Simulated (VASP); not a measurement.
Here is a VASP 6.6.1 calculation.

File INCAR:

```
ALGO = Normal ; EDIFF = 1E-6
EDIFFG = -0.005 ; ENCUT = 600
IBRION = 2 ; ISIF = 3
ISMEAR = 0 ; LASPH = True
LCHARG = False ; LREAL = False
LWAVE = False ; NELM = 100
NSW = 100 ; PREC = Accurate
SIGMA = 0.02
```

File KPOINTS:

```
k-points
0
Gamma
  12 12 12
```

File POSCAR:

```
GaAs
1.0
    0.0000000000      2.8016907960      2.8016907960
    2.8016907960      0.0000000000      2.8016907960
    2.8016907960      2.8016907960      0.0000000000
Ga As
1 1
Direct
    0.0000000000      0.0000000000      0.0000000000
    0.7500000000      0.7500000000      0.7500000000
```

Potentials or basis: VASP PAW LDA potentials, release 64 (Ga_d, As).

Run with:

```bash
$ cat potpaw_LDA.64/Ga_d/POTCAR potpaw_LDA.64/As/POTCAR > POTCAR
$ mpirun -np 1 vasp_std > vasp.out
```

(1) Estimate the band gap on the k mesh.

(2) What does it give for the relaxed volume?

(3) What does it give for the space group after relaxing (to 0.05 Å)?

(4) Predict the relaxed cell.

## Answers

(1) 0.50 eV, direct.

(2) 22.08 Å³/atom.

(3) F-43m (No. 216).

(4) a = 3.967 Å, b = 3.967 Å, c = 3.967 Å, α = 60.00°, β = 60.00°, γ = 60.00°.
